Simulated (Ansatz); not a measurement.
**FeGe (rocksalt type): a single-point run**

Aim: a sound single-point run of FeGe (rocksalt type). The structure is shown as the input types it.

Computed with Ansatz 0.2.0 (DFT, PBE, PAW with Ansatz's default frozen-core files, scalar-relativistic, unless a step's input says otherwise).

2 further runs of the same task are left out: 1 that didn't finish, 1 set aside as unsound or not needed.

**1. The structure to begin with**

The structure is cubic, space group Fm-3m (No. 225). The conventional cell has a = 4.807 Å, b = 4.807 Å, c = 4.807 Å, α = 90.00°, β = 90.00°, γ = 90.00°. Around Fe (site symmetry m-3m) lie 6 Ge at 2.40 Å. Ge (site symmetry m-3m) is surrounded by 6 Fe at 2.40 Å.

Structure file:

```xyz
2
Lattice="0.0000 2.4036 2.4036 2.4036 0.0000 2.4036 2.4036 2.4036 0.0000" Properties=species:S:1:pos:R:3 pbc="T T T"
Fe    0.0000    0.0000    0.0000
Ge    2.4036    2.4036    2.4036
```

**2. The calculation**

The input, input.yaml:

```yaml
crystal:
  lattice:
    - [0.0, 2.4035714065, 2.4035714065]
    - [2.4035714065, 0.0, 2.4035714065]
    - [2.4035714065, 2.4035714065, 0.0]
  atoms:
    - { symbol: Fe, position: [0.0, 0.0, 0.0], spin: 2.5 }
    - { symbol: Ge, position: [0.5, 0.5, 0.5] }
magnetization:
  spin_polarized: true
  initial_magnetization: 1
kpoints:
  mp_grid: { grid: [14, 14, 14] }
  band_path:
    path:
      - [0.0, 0.0, 0.0]
      - [0.5, 0.0, 0.5]
      - [0.625, 0.25, 0.625]
      - [0.375, 0.375, 0.75]
      - [0.0, 0.0, 0.0]
      - [0.5, 0.5, 0.5]
      - [0.5, 0.25, 0.75]
      - [0.5, 0.0, 0.5]
    npoints: 8
scf:
  occupations: { method: fermi_dirac, width: 0.08 }
  max_iter: 100
hamiltonian:
  xc: pbe
  pseudopotentials: { kind: paw }
output:
  forces: true
  stress: true
  eigenvalues: true
  populations: true
```

Started as:

```
$ ansatz run input.yaml --threads 1 --pin off --max-ram 3072MiB --backend cpu --events-out ev --progress --plain --runs-dir out
```

What happens when this is run?

The program finished normally. Convergence says nothing about whether the input makes sense.

The suspect setting: magnetization.initial_magnetization is 1. The risk: unphysical spin. The run converged, but that does not make its result sound.

Run again and compare: delete magnetization.initial_magnetization (the default then holds).
